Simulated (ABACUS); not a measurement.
# CoO (P3m1) in ABACUS: equation of state

How stiff is CoO in PBE, and what volume does it want? The cell is scaled to several volumes.

All numbers are computed with ABACUS 3.10.1; they aren't measurements. Logs are shortened: lines on timing, memory, paths and dates and some standing lists are left out, and cuts for length are marked.

## Step 1: Starting point

Symmetry: P6_3mc, No. 186, hexagonal system. Conventional cell: a = 3.198 Å, b = 3.198 Å, c = 5.229 Å, α = 90.00°, β = 90.00°, γ = 120.00°. Co (site symmetry 3m) has 4 O at 1.93 to 1.97 Å as nearest neighbours. Around O (site symmetry 3m) lie 4 Co at 1.93 to 1.97 Å.

Measurements of this composition are mostly on another form, of space group No. 225.

## Step 2: Equation of state, PBE, collinear spin, ferromagnetic start, 10.88 Å³/atom (volume scaled by 0.94)

File INPUT:

```
INPUT_PARAMETERS
suffix              CoO
calculation         scf
basis_type          pw
pseudo_dir          ./
symmetry            1
dft_functional      pbe
ecutwfc             97
pseudo_rcut         10
nspin               2
nbands              30
ks_solver           dav
smearing_method     fd
smearing_sigma      0.00367493
scf_thr             1e-08
scf_nmax            100
mixing_type         broyden
mixing_beta         0.4
cal_force           1
cal_stress          1
kpar                4
```

File STRU:

```
ATOMIC_SPECIES
Co 58.9332 Co.upf
O 15.9990 O.upf

LATTICE_CONSTANT
1.8897261246

LATTICE_VECTORS
3.1323693509 0.0000000000 0.0000000000
-1.5661846755 2.7127114320 0.0000000000
0.0000000000 0.0000000000 5.1219713984

ATOMIC_POSITIONS
Direct

Co
0.0
2
0.3333333333 0.6666666667 0.5033624100 1 1 1 mag 2
0.0000000000 0.0000000000 0.0034741400 1 1 1 mag 2

O
0.0
2
0.3333333333 0.6666666667 0.8715556000 1 1 1 mag 0
0.0000000000 0.0000000000 0.3716088500 1 1 1 mag 0
```

File KPT:

```
K_POINTS
0
Gamma
10 10 5 0 0 0
```

Potentials or basis: PseudoDojo NC SR 0.4.1 PBE standard, plane waves.

Run with:

```console
$ OMP_NUM_THREADS=1 mpirun -np 4 abacus > log
```

running log:

```text
ABACUS v3.10.1

               Atomic-orbital Based Ab-initio Computation at UStc

 ------------------------------------------------------------------------------------

 READING GENERAL INFORMATION
                           global_out_dir = OUT.CoO/
                           global_in_card = INPUT
                               pseudo_dir = ./
                              orbital_dir =
                                    DSIZE = 4
                                    GSIZE = 1
[... 5 lines left out ...]

 READING ATOM TYPE 1
                               atom label = Co
                      L=0, number of zeta = 1
                      L=1, number of zeta = 1
                      L=2, number of zeta = 1
             number of atom for this type = 2
               magnetization of element 1 = 2

 READING ATOM TYPE 2
                               atom label = O
                      L=0, number of zeta = 1
                      L=1, number of zeta = 1
                      L=2, number of zeta = 1
             number of atom for this type = 2
               magnetization of element 2 = 0

                        TOTAL ATOM NUMBER = 4
DIRECT COORDINATES
    atom                   x                   y                   z     mag                  vx                  vy                  vz
taud_Co1            0.3333333333        0.6666666667        0.5033624100  2.0000        0.0000000000        0.0000000000        0.0000000000
taud_Co2            0.0000000000        0.0000000000        0.0034741400  2.0000        0.0000000000        0.0000000000        0.0000000000
taud_O1            0.3333333333        0.6666666667        0.8715556000  0.0000        0.0000000000        0.0000000000        0.0000000000
taud_O2            0.0000000000        0.0000000000        0.3716088500  0.0000        0.0000000000        0.0000000000        0.0000000000

                          Volume (Bohr^3) = 293.704
                             Volume (A^3) = 43.5224

 Lattice vectors: (Cartesian coordinate: in unit of a_0)
             +3.13237                  +0                  +0
             -1.56618            +2.71271                  +0
                   +0                  +0            +5.12197
 Reciprocal vectors: (Cartesian coordinate: in unit of 2 pi/a_0)
            +0.319247           +0.184317                  -0
                   -0           +0.368635                  -0
                   +0                  -0           +0.195237
 The esolver type has been set to : ksdft_pw

                PAO radial cut off (Bohr) = 10

 Read in pseudopotential file is Co.upf
                     pseudopotential type = NC
          exchange-correlation functional = PBE
                 nonlocal core correction = 1
                        valence electrons = 17
                                     lmax = 2
                           number of zeta = 4
                     number of projectors = 6
                           L of projector = 0
[... 5 lines left out ...]
                PAO radial cut off (Bohr) = 10

 Read in pseudopotential file is O.upf
                     pseudopotential type = NC
          exchange-correlation functional = PBE
                 nonlocal core correction = 1
                        valence electrons = 6
                                     lmax = 2
                           number of zeta = 2
                     number of projectors = 5
                           L of projector = 0
                           L of projector = 0
                           L of projector = 1
                           L of projector = 1
                           L of projector = 2
     initial pseudo atomic orbital number = 28
 The readin total magnetization is 4

 SETUP THE ELECTRONS NUMBER
            electron number of element Co = 17
      total electron number of element Co = 34
             electron number of element O = 6
       total electron number of element O = 12
            AUTOSET number of electrons:  = 46
                           occupied bands = 23
                                   NBANDS = 30
                                   NLOCAL = 36

%%%%%%%%%%%%%%%%%%%%%%%%%%%%%%%%%%%%%%%%%%%%%%%%%%%%%%%%%%%%%%%%%%%%%%%%%%%%%%%%%%%%%%%%%%%%%%%%%%%%%%%%%%
 Warning: the number of valence electrons in pseudopotential > 9 for Co: [Ar] 3d7 4s2
 Pseudopotentials with additional electrons can yield (more) accurate outcomes, but may be less efficient.
 If you're confident that your chosen pseudopotential is appropriate, you can safely ignore this warning.
%%%%%%%%%%%%%%%%%%%%%%%%%%%%%%%%%%%%%%%%%%%%%%%%%%%%%%%%%%%%%%%%%%%%%%%%%%%%%%%%%%%%%%%%%%%%%%%%%%%%%%%%%%

 SETUP THE PLANE WAVE BASIS
 energy cutoff for charge/potential (unit:Ry) = 388
            fft grid for charge/potential = [ 40, 40, 64 ]
                        fft grid division = [ 1, 1, 1 ]
        big fft grid for charge/potential = [ 40, 40, 64 ]
[... 89 lines left out ...]
     IBZ    DIRECT_X    DIRECT_Y    DIRECT_Z  WEIGHT  ibz2bz
       1  0.00000000  0.00000000  0.00000000  0.0020       0
       2 -0.10000000  0.10000000  0.00000000  0.0120       1
       3 -0.20000000  0.20000000  0.00000000  0.0120       2
       4 -0.30000000  0.30000000  0.00000000  0.0120       3
       5 -0.40000000  0.40000000  0.00000000  0.0120       4
       6  0.50000000  0.50000000  0.00000000  0.0060       5
[... 22 lines left out ...]
      29  0.40000000  0.50000000  0.20000000  0.0240     115
      30  0.40000000 -0.30000000  0.20000000  0.0240     116
[... 28 further k points ...]

                               nkstot now = 58
[... K-POINTS DIRECT COORDINATES: 58 rows ...]

           k-point number in this process = 15
       minimum distributed K point number = 14
[... stars of the k points ...]
                             nks(nspin=2) = 30
                          nkstot(nspin=2) = 116

[... K-POINTS CARTESIAN COORDINATES: 30 rows ...]

[... K-POINTS DIRECT COORDINATES: 30 rows ...]

 SETUP PLANE WAVES FOR WAVE FUNCTIONS
     energy cutoff for wavefunc (unit:Ry) = 97
              fft grid for wave functions = [ 40, 40, 64 ]
                    number of plane waves = 6435
                         number of sticks = 295

 PARALLEL PW FOR WAVE FUNCTIONS
     PROC   COLUMNS(POT)             PW
        1            295           6435
 --------------- sum -------------------
        1            295           6435

 SETUP NONLOCAL PSEUDOPOTENTIALS IN PLANE WAVE BASIS
 Co non-local projectors:
 projector 1 L=0
 projector 2 L=0
 projector 3 L=1
 projector 4 L=1
 projector 5 L=2
 projector 6 L=2
 O non-local projectors:
 projector 1 L=0
 projector 2 L=0
 projector 3 L=1
 projector 4 L=1
 projector 5 L=2
      TOTAL NUMBER OF NONLOCAL PROJECTORS = 62

 Init Non-Local PseudoPotential table :
 Init Non-Local-Pseudopotential done.

                                     npwx = 4747

 Make real space PAO into reciprocal space.
       max mesh points in Pseudopotential = 1001
     dq(describe PAO in reciprocal space) = 0.01
                                    max q = 1186

 number of pseudo atomic orbitals for Co is 4
WARNING: norm of atomic wavefunction # 4 of atomic type Co is 0.999928, renormalized

 number of pseudo atomic orbitals for O is 2

 -------------------------------------------
 SELF-CONSISTENT
 -------------------------------------------
                                 init_chg = atomic

 PW ALGORITHM --------------- ION=   1  ELEC=   1--------------------------------

          total magnetism (Bohr mag/cell) = 4.98677
       absolute magnetism (Bohr mag/cell) = 4.98681
                        nelec for spin up = 25.4934
                      nelec for spin down = 20.5066

 Density error is 0.521724594252
                          Error Threshold = 0.01
----------------------------------------------------------
     Energy           Rydberg                 eV
----------------------------------------------------------
 E_KohnSham     -678.0472694145      -9225.3063773778
 E_Harris       -673.5242000578      -9163.7668616782
 E_Fermi        0.8232321872         11.2006485231
----------------------------------------------------------
[... 199 lines left out ...]
 Density error is 4.53286366323e-09
                          Error Threshold = 5.9532662626e-11
----------------------------------------------------------
     Energy           Rydberg                 eV
----------------------------------------------------------
 E_KohnSham     -678.1610278827      -9226.8541407413
 E_KS(sigma->0) -678.1598549039      -9226.8381815463
 E_Harris       -678.1611877006      -9226.8563151760
 E_band         -50.8810093686       -692.2716474044
 E_one_elec     -361.3212456570      -4916.0277493925
 E_Hartree      206.6894061754       2812.1536402221
 E_xc           -128.9937301202      -1755.0497359095
 E_Ewald        -394.5331123233      -5367.8983772714
 E_entropy(-TS) -0.0023459576        -0.0319183901
 E_descf        0.0000000000         0.0000000000
 E_exx          0.0000000000         0.0000000000
 E_Fermi        0.8993007728         12.2356147252
----------------------------------------------------------

 charge density convergence is achieved
 final etot is -9226.8541407 eV
 EFERMI = 12.235614725 eV

 STATE ENERGY(eV) AND OCCUPATIONS    NSPIN == 2
SPIN UP :
 1/15 kpoint (Cartesian) = 0.0000 0.0000 0.0000 (4735 pws)
       1       -84.2715     0.00200000
       2       -84.2693     0.00200000
       3       -47.7359     0.00200000
       4       -47.7087     0.00200000
       5       -47.6011     0.00200000
       6       -47.6011     0.00200000
[... 182 lines left out ...]
      29        19.5487    1.81034e-66
      30        21.8749    1.12850e-86

[... levels at 24 further k points ...]

------------------------------------------------------------------------------------------
 TOTAL-FORCE (eV/Angstrom)
------------------------------------------------------------------------------------------
                       Co1         0.0000000000         0.0000000000        -0.3422059070
                       Co2         0.0000000000         0.0000000000        -0.3514925782
                        O1         0.0000000000         0.0000000000         0.3452179936
                        O2         0.0000000000         0.0000000000         0.3484804917
------------------------------------------------------------------------------------------

----------------------------------------------------------------
 TOTAL-STRESS (KBAR)
----------------------------------------------------------------
        79.1365098620         0.0000000015         0.0000000000
         0.0000000015        79.1365098571        -0.0000000000
         0.0000000000         0.0000000000       141.0631720776
----------------------------------------------------------------
 TOTAL-PRESSURE: 99.778731 KBAR

 --------------------------------------------
 !FINAL_ETOT_IS -9226.8541407413431443 eV
 --------------------------------------------
```

It took 95 s on 4 MPI ranks of Intel Xeon 6975P-C (Granite Rapids), shared host; peak memory 0.8 GiB.

What came out:

| Quantity | Value |
| --- | --- |
| Free energy | -9226.8541 eV |
| Pressure | 10.0 GPa |
| Largest force | 0.351 eV/Å |
| Band gap on the k mesh | none (metal or under the smearing width) |
| Net moment | 5.70 μB per cell |
| Absolute moment | 5.70 μB per cell |

Caveat: semilocal functionals often make such compounds metallic where correlation or magnetic order opens a gap, which also shifts bond lengths.

## Step 3: Equation of state, PBE, collinear spin, ferromagnetic start, 11.11 Å³/atom (volume scaled by 0.96)

INPUT is that of step 2.

Changes to STRU since step 2:

```diff
@@ -8,5 +8,5 @@
 LATTICE_VECTORS
-3.1323693509 0.0000000000 0.0000000000
--1.5661846755 2.7127114320 0.0000000000
-0.0000000000 0.0000000000 5.1219713984
+3.1544290168 0.0000000000 0.0000000000
+-1.5772145085 2.7318156630 0.0000000000
+0.0000000000 0.0000000000 5.1580428080
```

KPT is that of step 2.

Potentials or basis: PseudoDojo NC SR 0.4.1 PBE standard, plane waves.

Run with:

```console
$ OMP_NUM_THREADS=1 mpirun -np 4 abacus > log
```

It took 97 s on 4 MPI ranks of Intel Xeon 6975P-C (Granite Rapids), shared host; peak memory 0.8 GiB.

It converged, with:

- Free energy: -9226.9031 eV
- Pressure: 6.9 GPa
- Largest force: 0.325 eV/Å
- Band gap on the k mesh: none (metal or under the smearing width)
- Net moment: 5.82 μB per cell
- Absolute moment: 5.82 μB per cell

Caveat: semilocal functionals often make such compounds metallic where correlation or magnetic order opens a gap, which also shifts bond lengths.

## Step 4: Equation of state, PBE, collinear spin, ferromagnetic start, 11.34 Å³/atom (volume scaled by 0.98)

INPUT is that of step 3.

Changes to STRU since step 3:

```diff
@@ -8,5 +8,5 @@
 LATTICE_VECTORS
-3.1544290168 0.0000000000 0.0000000000
--1.5772145085 2.7318156630 0.0000000000
-0.0000000000 0.0000000000 5.1580428080
+3.1761843872 0.0000000000 0.0000000000
+-1.5880921936 2.7506563664 0.0000000000
+0.0000000000 0.0000000000 5.1936166411
```

KPT is that of step 3.

Run with:

```console
$ OMP_NUM_THREADS=1 mpirun -np 4 abacus > log
```

Wall time 95 s (4 MPI ranks of Intel Xeon 6975P-C (Granite Rapids), shared host); peak memory 0.84 GiB.

Results (log left out):

| Quantity | Value |
| --- | --- |
| Free energy | -9226.9348 eV |
| Pressure | 4.0 GPa |
| Largest force | 0.304 eV/Å |
| Band gap on the k mesh | none (metal or under the smearing width) |
| Net moment | 5.90 μB per cell |
| Absolute moment | 5.90 μB per cell |

Caveat: semilocal functionals often make such compounds metallic where correlation or magnetic order opens a gap, which also shifts bond lengths.

## Step 5: Equation of state, PBE, collinear spin, ferromagnetic start, 11.58 Å³/atom

INPUT is that of step 4.

Changes to STRU since step 4:

```diff
@@ -8,5 +8,5 @@
 LATTICE_VECTORS
-3.1761843872 0.0000000000 0.0000000000
--1.5880921936 2.7506563664 0.0000000000
-0.0000000000 0.0000000000 5.1936166411
+3.1976457435 0.0000000000 0.0000000000
+-1.5988228718 2.7692424462 0.0000000000
+0.0000000000 0.0000000000 5.2287097100
```

KPT is that of step 4.

Run with:

```console
$ OMP_NUM_THREADS=1 mpirun -np 4 abacus > log
```

Run time: 97 s. Hardware: 4 MPI ranks of Intel Xeon 6975P-C (Granite Rapids), shared host; peak memory 0.84 GiB.

The run converged. Its results:

```yaml
Free_energy: -9226.9500 eV
Pressure: 1.2 GPa
Largest_force: 0.287 eV/Å
Band_gap_on_the_k_mesh: none (metal or under the smearing width)
Net_moment: 5.95 μB per cell
Absolute_moment: 5.96 μB per cell
```

Caveat: semilocal functionals often make such compounds metallic where correlation or magnetic order opens a gap, which also shifts bond lengths.

## Step 6: Equation of state, PBE, collinear spin, ferromagnetic start, 11.81 Å³/atom (volume scaled by 1.02)

INPUT is that of step 5.

Changes to STRU since step 5:

```diff
@@ -8,5 +8,5 @@
 LATTICE_VECTORS
-3.1976457435 0.0000000000 0.0000000000
--1.5988228718 2.7692424462 0.0000000000
-0.0000000000 0.0000000000 5.2287097100
+3.2188228225 0.0000000000 0.0000000000
+-1.6094114113 2.7875823346 0.0000000000
+0.0000000000 0.0000000000 5.2633379358
```

KPT is that of step 5.

Potentials or basis: PseudoDojo NC SR 0.4.1 PBE standard, plane waves.

Run with:

```console
$ OMP_NUM_THREADS=1 mpirun -np 4 abacus > log
```

It took 98 s on 4 MPI ranks of Intel Xeon 6975P-C (Granite Rapids), shared host; peak memory 0.84 GiB.

It converged, with:

```
Free energy     : -9226.9498 eV
Pressure        : -1.4 GPa
Largest force   : 0.275 eV/Å
Net moment      : 5.98 μB per cell
Absolute moment : 5.99 μB per cell
```

## Step 7: Equation of state, PBE, collinear spin, ferromagnetic start, 12.04 Å³/atom (volume scaled by 1.04)

INPUT is that of step 6.

Changes to STRU since step 6:

```diff
@@ -8,5 +8,5 @@
 LATTICE_VECTORS
-3.2188228225 0.0000000000 0.0000000000
--1.6094114113 2.7875823346 0.0000000000
-0.0000000000 0.0000000000 5.2633379358
+3.2397248551 0.0000000000 0.0000000000
+-1.6198624276 2.8056840258 0.0000000000
+0.0000000000 0.0000000000 5.2975164125
```

KPT is that of step 6.

Run with:

```console
$ OMP_NUM_THREADS=1 mpirun -np 4 abacus > log
```

Wall time 1.7 min (4 MPI ranks of Intel Xeon 6975P-C (Granite Rapids), shared host); peak memory 0.88 GiB.

It converged, with:

* Free energy: -9226.9352 eV
* Pressure: -3.7 GPa
* Largest force: 0.266 eV/Å
* Net moment: 5.99 μB per cell
* Absolute moment: 6.00 μB per cell

## Step 8: Equation of state, PBE, collinear spin, ferromagnetic start, 12.27 Å³/atom (volume scaled by 1.06)

INPUT is that of step 7.

Changes to STRU since step 7:

```diff
@@ -8,5 +8,5 @@
 LATTICE_VECTORS
-3.2397248551 0.0000000000 0.0000000000
--1.6198624276 2.8056840258 0.0000000000
-0.0000000000 0.0000000000 5.2975164125
+3.2603606016 0.0000000000 0.0000000000
+-1.6301803009 2.8235551065 0.0000000000
+0.0000000000 0.0000000000 5.3312594650
```

KPT is that of step 7.

Run with:

```console
$ OMP_NUM_THREADS=1 mpirun -np 4 abacus > log
```

It took 1.7 min on 4 MPI ranks of Intel Xeon 6975P-C (Granite Rapids), shared host; peak memory 0.88 GiB.

It converged, with:

| Property | Result |
| --- | --- |
| Free energy | -9226.9074 eV |
| Pressure | -5.9 GPa |
| Largest force | 0.260 eV/Å |
| Net moment | 6.00 μB per cell |
| Absolute moment | 6.01 μB per cell |

## Step 9: Equation of state, PBE, collinear spin, ferromagnetic start

Potentials or basis: PseudoDojo NC SR 0.4.1 PBE standard, plane waves.

No new run: the results of the series are fitted here.

What came out:

```
Equilibrium volume                        : 11.69 Å³/atom (rough: see the caveat)
Bulk modulus at fixed shape and positions : 130 GPa (rough)
```

Energy against volume, from the lowest point:
| volume (Å³/atom) | energy (meV/atom) |
| --- | --- |
| 10.881 | 23.97 |
| 11.112 | 11.72 |
| 11.344 | 3.81 |
| 11.575 | 0.00 |
| 11.807 | 0.05 |
| 12.038 | 3.71 |
| 12.270 | 10.66 |

Caveat: the fit is doubtful: noisy points or a state that changes with volume; the cell was scaled at fixed shape and fractional positions, which overstates the stiffness of a crystal with free parameters, most of all of layers and chains.
